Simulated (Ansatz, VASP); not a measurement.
## One calculation of MgZn2O3, two programs

```
CELL_PARAMETERS angstrom
3.05260 0.00000 0.00000
-1.52630 2.64363 0.00000
0.00000 0.00000 7.45204
ATOMIC_POSITIONS crystal
Mg 0.00000 0.00000 0.00000
Zn 0.33333 0.66667 0.66842
Zn 0.66667 0.33333 0.33158
O 0.33333 0.66667 0.16070
O 0.66667 0.33333 0.83930
O 0.00000 0.00000 0.50000
```

The cell comes from a database or a generator and needn't be the stable form of this composition.

Alike in both runs: task single point; functional PBEsol; k mesh 12 × 12 × 4; no spin polarisation.

```csv
,VASP,Ansatz
version,VASP 6.6.1,Ansatz 0.2.0
potentials or method,"VASP PAW PBE potentials, release 64 (Mg, Zn, O)","plane waves, PAW"
plane-wave cutoff (eV),520,420
occupations,"gaussian, width 0.01 eV",fixed
valence electrons in the cell,44,52
```

|  | VASP | Ansatz | Ansatz less VASP |
| --- | --- | --- | --- |
| gap on the k mesh at the Fermi level (eV) | 1.61 | 1.64 | +0.025 |

The two sets of potentials don't hold the same shells in valence.

 A hybrid or GW would open this gap; PBEsol tends to underestimate it.
